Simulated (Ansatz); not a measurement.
# Ta under changes of volume

One of the cells (18.010 Å³/atom); the others are scaled copies at fixed shape and fractional positions:

```
CELL_PARAMETERS angstrom
-1.65128 1.65128 1.65128
1.65128 -1.65128 1.65128
1.65128 1.65128 -1.65128
ATOMIC_POSITIONS crystal
Ta 0.00000 0.00000 0.00000
```

| Quantity | Value |
| --- | --- |
| Program | Ansatz 0.2.0 |
| Functional | r2SCAN |
| Dispersion | rVV10 |
| Potentials or basis | Ansatz PAW |
| Cutoff | 500 eV (not typed: the program's choice for these potentials) |
| k mesh | 11 × 11 × 11 |
| Occupations | cold, width 0.05 eV |
| Spin | no spin polarisation |

```tsv
volume (Å³/atom)	energy over the lowest point (meV/atom)	pressure (GPa)
16.930	28.74	11.6
17.290	9.00	6.3
17.650	0.03	2.0
18.010	0.00	-1.9
18.371	8.42	-5.6
18.731	?	?
19.091	49.24	-12.3
```

**Question.** What does the run at 18.731 Å³/atom give?

**Answer.** Energy over the lowest point 24.65 meV/atom; pressure -9.3 GPa.

Worked out: A Birch-Murnaghan fit of order 3 (a polynomial in V^(-2/3)) to the other rows has its minimum at 17.83 Å³/atom with B0 = V·E''(V) = 198 GPa and B' = 2.9. It gives 25.21 meV/atom at 18.731 Å³/atom, against the run's 24.65, and -dE/dV = -9.1 GPa, against -9.3.

Energies are extrapolated to zero smearing.

Caveats: the PAW data sets come from PBE, with cores solved anew for the run's functional, which leaves a small shift of forces and pressure.
